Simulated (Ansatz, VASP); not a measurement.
## Two plane-wave programs on InAs

```xyz
2
Lattice="0.0000 3.0180 3.0180 3.0180 0.0000 3.0180 3.0180 3.0180 0.0000" Properties=species:S:1:pos:R:3 pbc="T T T"
In    0.0000    0.0000    0.0000
As    4.5270    4.5270    4.5270
```

Alike in both runs: task relaxation of cell and atoms; functional PBE; k mesh 8 × 8 × 8; occupations fermi-dirac, width 0.05 eV; no spin polarisation.

```csv
,VASP,Ansatz
version,VASP 6.6.1,Ansatz 0.2.0
potentials or method,"VASP PAW PBE potentials, release 64 (In_d_GW, As_GW)",Ansatz PAW
plane-wave cutoff (eV),680,420
valence electrons in the cell,18,28
```

VASP gave:

* relaxed volume (Å³/atom): 29.55
* relaxed cell length with the largest relative difference (Å): 4.372
* energy change over the relaxation (meV/atom): -26

Estimate Ansatz's values.

relaxed volume (Å³/atom): 29.60; relaxed cell length with the largest relative difference (Å): 4.375; energy change over the relaxation (meV/atom): -26.

The two sets of potentials don't hold the same shells in valence.

Caveats: the plane-wave basis is chosen anew once the cell has moved, so the energies of steps on either side of that aren't comparable (Ansatz). PBE usually gives volumes a little too large and moduli too small. Zero-point motion and thermal expansion aren't in these numbers.
